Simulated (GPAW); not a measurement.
# O (Fmmm) in GPAW: convergence with k mesh

Aim: find how far k mesh must go before the results for O settle, at PBEsol. This setting moves, with any that are tied to it; all else stays.

Everything below comes from runs of GPAW 26.7.0. Logs are shortened: lines on timing, memory, paths and dates and some standing lists are left out, and cuts for length are marked. The log counts tension as positive stress, the text compression.

### 1 Starting point

Symmetry: Fmmm, No. 69, orthorhombic system. Conventional cell: a = 3.004 Å, b = 3.780 Å, c = 7.798 Å, α = 90.00°, β = 90.00°, γ = 90.00°. Around O (site symmetry mm2) lie 1 O at 1.23 Å.

### 2 With k mesh 3 × 3 × 3

The input, run.py:

```python
from ase.dft.bandgap import bandgap
from ase.io import read, write
from ase.units import GPa
from gpaw import GPAW, PW, setup_paths

setup_paths.insert(0, '.')

atoms = read('O.xyz')

calc = GPAW(mode=PW(800),
            xc='PBEsol',
            kpts={'size': (3, 3, 3), 'gamma': True},
            occupations={'name': 'fermi-dirac', 'width': 0.05},
            nbands=14,
            convergence={'density': 1e-05, 'energy': 1e-05},
            maxiter=100,
            txt='gpaw.txt')
atoms.calc = calc
energy = atoms.get_potential_energy()
forces = atoms.get_forces()
stress = atoms.get_stress()
calc.write('gs.gpw')
write('result.traj', atoms)
print(f'Energy: {energy:.6f} eV')
print('Forces (eV/A):')
print(forces.round(4))
print('Stress (GPa):', (stress / GPa).round(3))
print('Fermi level:', round(calc.get_fermi_level(), 4), 'eV')
print(f'Gap: {bandgap(calc)[0]:.4f} eV, direct: {bandgap(calc, direct=True)[0]:.4f} eV')
```

The input, O.xyz:

```xyz
2
Lattice="0.0000000000 1.8898850000 3.8988370000 1.5017730000 0.0000000000 3.8988370000 1.5017730000 1.8898850000 0.0000000000" Properties=species:S:1:pos:R:3 pbc="T T T"
O      1.5017730000      1.8898850000      4.5140890739
O      1.5017730000      1.8898850000      3.2835849261
```

Potentials or basis: PAW data sets generated in the run's folder for this functional, pw.

On the command line:

```console
$ gpaw-setup -f PBEsol O
$ OMP_NUM_THREADS=1 python run.py
```

Run time: 8.9 s. Hardware: 1 thread of Arm Neoverse V1, shared host; peak memory 0.16 GiB.

What came out:

| Quantity | Value |
| --- | --- |
| Free energy | -10.7211 eV |
| Pressure | -5.3 GPa |
| Largest force | 1.648 eV/Å |
| Band gap on the k mesh | none (metal or under the smearing width) |

### 3 With k mesh 4 × 4 × 4

run.py, as its differences from that of step 2:

```diff
@@ -11,3 +11,3 @@
             xc='PBEsol',
-            kpts={'size': (3, 3, 3), 'gamma': True},
+            kpts={'size': (4, 4, 4), 'gamma': True},
             occupations={'name': 'fermi-dirac', 'width': 0.05},
```

O.xyz is that of step 2.

Potentials or basis: PAW data sets generated in the run's folder for this functional, pw.

On the command line:

```console
$ gpaw-setup -f PBEsol O
$ OMP_NUM_THREADS=1 python run.py
```

It took 15 s on 1 thread of Arm Neoverse V1, shared host; peak memory 0.16 GiB.

What came out:

```
Free energy            : -10.6379 eV
Pressure               : -4.5 GPa
Largest force          : 1.597 eV/Å
Band gap on the k mesh : none (metal or under the smearing width)
```

### 4 With k mesh 5 × 5 × 5

run.py, as its differences from that of step 3:

```diff
@@ -11,3 +11,3 @@
             xc='PBEsol',
-            kpts={'size': (4, 4, 4), 'gamma': True},
+            kpts={'size': (5, 5, 5), 'gamma': True},
             occupations={'name': 'fermi-dirac', 'width': 0.05},
```

O.xyz is that of step 3.

On the command line:

```console
$ gpaw-setup -f PBEsol O
$ OMP_NUM_THREADS=1 python run.py
```

Run time: 21 s. Hardware: 1 thread of Arm Neoverse V1, shared host; peak memory 0.17 GiB.

Results:

```
Free energy            : -10.7576 eV
Pressure               : -5.9 GPa
Largest force          : 1.583 eV/Å
Band gap on the k mesh : none (metal or under the smearing width)
```

### 5 With k mesh 6 × 6 × 6

run.py, as its differences from that of step 4:

```diff
@@ -11,3 +11,3 @@
             xc='PBEsol',
-            kpts={'size': (5, 5, 5), 'gamma': True},
+            kpts={'size': (6, 6, 6), 'gamma': True},
             occupations={'name': 'fermi-dirac', 'width': 0.05},
```

O.xyz is that of step 4.

On the command line:

```console
$ gpaw-setup -f PBEsol O
$ OMP_NUM_THREADS=1 python run.py
```

Wall time 33 s (1 thread of Arm Neoverse V1, shared host); peak memory 0.17 GiB.

Results (log left out):

* Free energy: -10.8567 eV
* Pressure: -7.1 GPa
* Largest force: 1.575 eV/Å
* Band gap on the k mesh: none (metal or under the smearing width)

### 6 With k mesh 7 × 7 × 7

run.py, as its differences from that of step 5:

```diff
@@ -11,3 +11,3 @@
             xc='PBEsol',
-            kpts={'size': (6, 6, 6), 'gamma': True},
+            kpts={'size': (7, 7, 7), 'gamma': True},
             occupations={'name': 'fermi-dirac', 'width': 0.05},
```

O.xyz is that of step 5.

Potentials or basis: PAW data sets generated in the run's folder for this functional, pw.

On the command line:

```console
$ gpaw-setup -f PBEsol O
$ OMP_NUM_THREADS=1 python run.py
```

Run time: 45 s. Hardware: 1 thread of Arm Neoverse V1, shared host; peak memory 0.18 GiB.

It converged, with:

```yaml
Free_energy: -10.8265 eV
Pressure: -6.8 GPa
Largest_force: 1.590 eV/Å
Band_gap_on_the_k_mesh: none (metal or under the smearing width)
```

### 7 With k mesh 9 × 9 × 9

run.py, as its differences from that of step 6:

```diff
@@ -11,3 +11,3 @@
             xc='PBEsol',
-            kpts={'size': (7, 7, 7), 'gamma': True},
+            kpts={'size': (9, 9, 9), 'gamma': True},
             occupations={'name': 'fermi-dirac', 'width': 0.05},
```

O.xyz is that of step 6.

On the command line:

```console
$ gpaw-setup -f PBEsol O
$ OMP_NUM_THREADS=1 python run.py
```

Run time: 84 s. Hardware: 1 thread of Arm Neoverse V1, shared host; peak memory 0.2 GiB.

The run converged. Its results:

| Quantity | Value |
| --- | --- |
| Free energy | -10.8066 eV |
| Pressure | -6.5 GPa |
| Largest force | 1.581 eV/Å |
| Band gap on the k mesh | none (metal or under the smearing width) |

### 8 With k mesh 11 × 11 × 11

run.py, as its differences from that of step 7:

```diff
@@ -11,3 +11,3 @@
             xc='PBEsol',
-            kpts={'size': (9, 9, 9), 'gamma': True},
+            kpts={'size': (11, 11, 11), 'gamma': True},
             occupations={'name': 'fermi-dirac', 'width': 0.05},
```

O.xyz is that of step 7.

On the command line:

```console
$ gpaw-setup -f PBEsol O
$ OMP_NUM_THREADS=1 python run.py
```

Wall time 2.3 min (1 thread of Arm Neoverse V1, shared host); peak memory 0.25 GiB.

The run converged. Its results:

* Free energy: -10.8201 eV
* Pressure: -6.7 GPa
* Largest force: 1.584 eV/Å
* Band gap on the k mesh: none (metal or under the smearing width)

### 9 With k mesh 13 × 13 × 13

run.py, as its differences from that of step 8:

```diff
@@ -11,3 +11,3 @@
             xc='PBEsol',
-            kpts={'size': (11, 11, 11), 'gamma': True},
+            kpts={'size': (13, 13, 13), 'gamma': True},
             occupations={'name': 'fermi-dirac', 'width': 0.05},
```

O.xyz is that of step 8.

Potentials or basis: PAW data sets generated in the run's folder for this functional, pw.

On the command line:

```console
$ gpaw-setup -f PBEsol O
$ OMP_NUM_THREADS=1 python run.py
```

Wall time 3.7 min (1 thread of Arm Neoverse V1, shared host); peak memory 0.31 GiB.

Results (log left out):

| Item | Value |
| --- | --- |
| Free energy | -10.8135 eV |
| Pressure | -6.6 GPa |
| Largest force | 1.581 eV/Å |
| Band gap on the k mesh | none (metal or under the smearing width) |

### 10 With k mesh 16 × 16 × 16

run.py, as its differences from that of step 9:

```diff
@@ -11,3 +11,3 @@
             xc='PBEsol',
-            kpts={'size': (13, 13, 13), 'gamma': True},
+            kpts={'size': (16, 16, 16), 'gamma': True},
             occupations={'name': 'fermi-dirac', 'width': 0.05},
```

O.xyz is that of step 9.

Potentials or basis: PAW data sets generated in the run's folder for this functional, pw.

On the command line:

```console
$ gpaw-setup -f PBEsol O
$ OMP_NUM_THREADS=1 python run.py
```

gpaw.txt:

```text
__  _  _
 | _ |_)|_||  |
 |__||  | ||/\| - 26.7.0

Input parameters:
  mode=PW(ecut=800.0),
  convergence={'density': 1e-05, 'energy': 1e-05},
  kpts=MonkhorstPack(size=(16, 16, 16), gamma=True),
  maxiter=100,
  nbands=14,
  occupations=Occupations(name='fermi-dirac', width=0.05),
  xc=XC(name='PBEsol')

Diagonalizing LCAO Hamiltonian
Converting LCAO to pw mode

       O

       O

Atoms  # Å, Bohr magnetons
|   | symbol |        x |        y |        z |    initial magnetic moments |
|---|--------|----------|----------|----------|-----------------------------|
| 0 |      O | 1.501773 | 1.889885 | 4.514089 | ( 0.0000,  0.0000,  0.0000) |
| 1 |      O | 1.501773 | 1.889885 | 3.283585 | ( 0.0000,  0.0000,  0.0000) |

Unit cell  # Å
| periodic |        x |        y |        z |  lengths |    angles |
|----------|----------|----------|----------|----------|-----------|
|      yes | 0.000000 | 1.889885 | 3.898837 | 4.332735 | 77.078246 |
|      yes | 1.501773 | 0.000000 | 3.898837 | 4.178068 | 70.031910 |
|      yes | 1.501773 | 1.889885 | 0.000000 | 2.413915 | 32.889844 |

Number of symmetries: 8
Symmetry operations  # r_c * U_cc + t_c -> r_c
|   | kind |            matrix            |
|---|------|------------------------------|
| 0 |  σ   |  1, 0, 0,  1, 0,-1,  1,-1, 0 |
| 1 |  E   |  1, 0, 0,  0, 1, 0,  0, 0, 1 |
| 2 |  C2  |  0, 1,-1,  1, 0,-1,  0, 0,-1 |
| 3 |  σ   |  0, 1,-1,  0, 1, 0, -1, 1, 0 |
| 4 |  C2  |  0,-1, 1,  0,-1, 0,  1,-1, 0 |
| 5 |  σ   |  0,-1, 1, -1, 0, 1,  0, 0, 1 |
| 6 |  i   | -1, 0, 0,  0,-1, 0,  0, 0,-1 |
| 7 |  C2  | -1, 0, 0, -1, 0, 1, -1, 1, 0 |

BZ-sampling:
  Number of BZ points: 4096
  Number of IBZ points: 621

  Monkhorst-Pack size: [16, 16, 16]
  Monkhorst-Pack shift: [0.03125, 0.03125, 0.03125]

K-points  # in reciprocal-cell coordinates
|     |                                coordinates |     weight |
|-----|--------------------------------------------|------------|
|   0 | (  0.00000000,   0.00000000,   0.00000000) | 0.00024414 |
|   1 | (  0.00000000,   0.06250000,   0.06250000) | 0.00048828 |
|   2 | (  0.00000000,   0.12500000,   0.12500000) | 0.00048828 |
|   3 | (  0.00000000,   0.18750000,   0.18750000) | 0.00048828 |
|   4 | (  0.00000000,   0.25000000,   0.25000000) | 0.00048828 |
|   5 | (  0.00000000,   0.31250000,   0.31250000) | 0.00048828 |
|   6 | (  0.00000000,   0.37500000,   0.37500000) | 0.00048828 |
|   7 | (  0.00000000,   0.43750000,   0.43750000) | 0.00048828 |
|   8 | (  0.00000000,   0.50000000,   0.50000000) | 0.00024414 |
|   9 | (  0.06250000,  -0.43750000,   0.50000000) | 0.00048828 |
| ... |                                            |            |
| 620 | (  0.50000000,   0.50000000,   0.50000000) | 0.00097656 |

Plane wave coefficients: 1158
Cutoff: 800.0 eV

Spin-components: 1 (collinear spins)
Bands:           14
Projectors:      10
Spin-degeneracy: 2
Datatype:        complex128

Parallelization:
  kpt:    1
  domain: 1
  band:   1

Density:
  Valence electrons: 12.0
  Components: 1
  Grid points: [30 30 30]
  Charge: 0.0  # |e|

Potential:
  Grid points: [30 30 30]

species:
  O:
    name:    Oxygen
    Z:       8.0
    valence: 6
    core:    2
    charge:  0.0  # [|e|]
    compensation charges:
      type: gauss
      rc: 0.21  # [Å]
      lmax: 2
    cutoffs:
      filter: 1.17  # [Å]
      core: 0.83  # [Å]
    projectors
    | kind |    occ | energy [eV] | rcut [Å] |
    |------|--------|-------------|----------|
    |   2s |  2.000 |     -23.808 |    0.688 |
    |   2p |  4.000 |      -8.972 |    0.598 |
    |    s |        |       3.404 |    0.688 |
    |    p |        |      18.239 |    0.598 |
    |    d |        |       0.000 |    0.619 |

    Using partial waves for O as LCAO basis

Reference energy: -4067.933873  # eV

eigensolver:
  PPCG
  Converge bands: occupied
  niter=2

density mixing:
  MSR1-Mixer
  Pratt-step length: 0.05
  Maximum mixing coefficient: 0.75
  Old densities: 10
  SVD Regularization: 0.005
  Good broyden scale: 1.0
  Trust region scale: 1.0
  Backstep threshold: 4.0
  History deletion threshold: 6.0
  Fourier metric: weight=20.0, sigma=0.015

occupation numbers:
  Fermi-Dirac:
    width: 0.0500  # eV

poisson solver:
  ecut: 6400.0  # eV

xc functional:
  name: PBEsol with 2 nearest neighbor stencil

convergence criteria:
- Maximum integral of absolute [dens]ity change: 1e-05 electrons / valence electron
- Maximum [total energy] change in last 3 cyles: 1e-05 eV / valence electron
- Maximum integral of absolute [eigenst]ate change: 4e-08 eV^2 / valence electron
maximum number of iterations: 100

SCF iterations
|iter     | |      energy | eigst |  dens |
|---------|-|-------------|-------|-------|
|iter:   1| |  -11.030016 | +0.30 |       |
|iter:   2| |  -11.000158 | -2.10 | -1.22 |
|iter:   3| |  -10.814162 | -1.76 | -1.25 |
|iter:   4| |  -10.811385 | -3.28 | -1.81 |
|iter:   5| |  -10.811412 | -4.68 | -2.33 |
|iter:   6| |  -10.811425c| -6.12 | -3.07 |
|iter:   7| |  -10.811425c| -7.52c| -3.85 |
|iter:   8| |  -10.811425c| -8.09c| -4.89 |
|iter:   9| |  -10.811425c| -8.73c| -5.39c|

Converged in 9 steps
Energy contributions relative to reference atoms: (reference = -4067.933873)

Energy contributions:
  Kinetic:          10.871849
  Coulomb:         -13.176837
  Zero:              0.451192
  External:          0.000000
  Xc:               -8.953464
  Entropy:          -0.008330
  Spinorbit:         0.000000
  ----------------------------
  Free energy:     -10.815590
  Extrapolated:    -10.811425

dipole moment: (0.000001, 0.000001, 0.000002)  # |e|*Ang

Fermi level: 1.428
Eigenvalues  # (at kpt = [0.000, 0.000, 0.000])
| band index |      eig [eV] | occ [0-2] |
|------------|---------------|-----------|
|          0 |       -25.486 |     2.000 |
|          1 |       -13.239 |     2.000 |
|          2 |        -7.190 |     2.000 |
|          3 |        -3.638 |     2.000 |
|          4 |        -3.158 |     2.000 |
|          5 |         2.588 |     0.000 |
|          6 |         3.002 |     0.000 |
|          7 |        11.347 |     0.000 |
|          8 |        11.637 |     0.000 |
|          9 |        13.830 |     0.000 |
|         10 |        19.735 |     0.000 |
|         11 |        22.229 |     0.000 |
|         12 |        27.729 |     0.000 |
|         13 |        32.620 |     0.000 |

No gap
No difference between direct/indirect transitions

Forces  # eV/Ang
|        x |       y |        z |
|----------|---------|----------|
|  0.00000 | 0.00000 | -1.58102 |  # O    0
| -0.00000 | 0.00000 |  1.58102 |  # O    1

Stress tensor  # eV/Ang^3
|         x |         y |         z |
|-----------|-----------|-----------|
|  0.010568 |  0.000000 | -0.000000 |
|  0.000000 |  0.031029 | -0.000000 |
| -0.000000 | -0.000000 |  0.082363 |

# Writing to gs.gpw (mode='')
```

Run time: 6.8 min. Hardware: 1 thread of Arm Neoverse V1, shared host; peak memory 0.45 GiB.

Results:

| Property | Result |
| --- | --- |
| Free energy | -10.8156 eV |
| Pressure | -6.6 GPa |
| Largest force | 1.581 eV/Å |
| Band gap on the k mesh | none (metal or under the smearing width) |

### 11 Summary

| k mesh | energy less the tightest run, at zero smearing (meV/atom) | pressure (GPa) | largest force (eV/Å) | SCF cycles | CPU time (s) | peak memory (GiB) |
| --- | --- | --- | --- | --- | --- | --- |
| 3 × 3 × 3 | 50.61 | -5.26 | 1.648 | 9 | 8.9 | 0.16 |
| 4 × 4 × 4 | 90.26 | -4.51 | 1.597 | 9 | 15 | 0.16 |
| 5 × 5 × 5 | 30.33 | -5.94 | 1.583 | 9 | 21 | 0.17 |
| 6 × 6 × 6 | -21.53 | -7.13 | 1.575 | 9 | 33 | 0.17 |
| 7 × 7 × 7 | -5.82 | -6.76 | 1.590 | 9 | 45 | 0.18 |
| 9 × 9 × 9 | 4.64 | -6.53 | 1.581 | 9 | 84 | 0.2 |
| 11 × 11 × 11 | -2.81 | -6.69 | 1.584 | 9 | 140 | 0.25 |
| 13 × 13 × 13 | 1.14 | -6.60 | 1.581 | 9 | 220 | 0.31 |
| 16 × 16 × 16 | 0.00 | -6.62 | 1.581 | 9 | 410 | 0.45 |

Against the tightest run, the pressure stays within 0.1 GPa from 9 × 9 × 9 on; the largest force stays within 0.005 eV/Å from 9 × 9 × 9 on. Not settled before the last step: the energy (to 1 meV/atom). Meshes of other sizes hit other points, so gaps and Fermi surfaces needn't settle smoothly. The tightest run that finished is the yardstick and may itself not be fully converged.

Caveats: spin is off for a triplet molecule; forces of over 1 eV/Å show positions far from the minimum, so gaps and moduli don't describe the material at rest; the program warned that so skewed a cell can give wrong results.
